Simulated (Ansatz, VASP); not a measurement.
## K in VASP and in Ansatz

INCAR

```
SYSTEM = K
PREC = Accurate ; ENCUT = 520
EDIFF = 1E-6 ; ISMEAR = 0
SIGMA = 0.15 ; LREAL = .FALSE.
LASPH = .TRUE. ; NELM = 100
ALGO = Fast ; ISIF = 2
LWAVE = .FALSE. ; LCHARG = .TRUE.
LELF = .TRUE. ; LVHAR = .TRUE.
NBANDS = 10
```

File KPOINTS:

```
Automatic mesh
0
G
  14 14 14
  0 0 0
```

Contents of POSCAR:

```
K
1.0
   -2.6180000000      2.5132800000      2.6180000000
    2.6180000000     -2.5132800000      2.6180000000
    2.6180000000      2.5132800000     -2.6180000000
K
1
Direct
    0.0000000000      0.0000000000      0.0000000000
```

Input for Ansatz:

```yaml
crystal:
  lattice:
    - [-2.618, 2.51328, 2.618]
    - [2.618, -2.51328, 2.618]
    - [2.618, 2.51328, -2.618]
  atoms:
    - { symbol: K, position: [0.0, 0.0, 0.0] }
basis:
  ecutwfc: 420
kpoints:
  mp_grid: { grid: [14, 14, 14] }
hamiltonian:
  xc: lda
scf:
  occupations: { method: gaussian, width: 0.15 }
output:
  forces: true
  stress: true
  eigenvalues: true
```

Change from the starting cell: strain -0.0400 x Voigt [0, 1, 0, 0, 0, 0], atoms carried along.

Alike in both runs: task single point; functional LDA; k mesh 14 × 14 × 14; occupations gaussian, width 0.15 eV; no spin polarisation.

```csv
,VASP,Ansatz
version,VASP 6.6.1,Ansatz 0.2.0
potentials or method,"VASP PAW LDA potentials, release 64 (K_sv)","scalar-relativistic, plane waves, PAW"
plane-wave cutoff (eV),520,420
valence electrons in the cell,9,9
```

```tsv
	VASP	Ansatz	Ansatz less VASP
gap on the k mesh at the Fermi level (eV)	none	none	-
pressure (GPa)	-0.3	-0.3	+0.01
```

A gap of «none» marks a metal or a gap that the smearing closes.
